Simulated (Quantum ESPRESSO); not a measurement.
Ge in Quantum ESPRESSO: the effect of functional

Crystal: Ge.

```
Ge
1.0
     0.00000    2.82891    2.82891
     2.82891    0.00000    2.82891
     2.82891    2.82891    0.00000
Ge
2
Cartesian
  4.2434 4.2434 4.2434
  2.8289 2.8289 2.8289
```

Alike in all runs:

| Quantity | Value |
| --- | --- |
| Program | Quantum ESPRESSO 7.5 |
| Task | phonon dispersion |
| Cutoff | 612 eV |
| Density cutoff | 4898 eV |
| k mesh | 6 × 6 × 6 |
| Occupations | cold, width 0.2 eV |
| Spin | no spin polarisation |

Each run relaxes the cell or the atoms first.

| functional | potentials or basis | relaxed volume (Å³/atom) | highest phonon frequency (cm⁻¹) |
| --- | --- | --- | --- |
| LDA | GBRV 1.5 LDA | 22.17 | 281 |
| PBE | GBRV 1.5 PBE | ? | ? |
| PBEsol | GBRV 1.5 PBEsol | 22.81 | 274 |

Q: What does the run with functional PBE give?

A: Relaxed volume 23.88 Å³/atom; highest phonon frequency 271 cm⁻¹.

Caveats: the mesh is thin for the phonons of a metal.
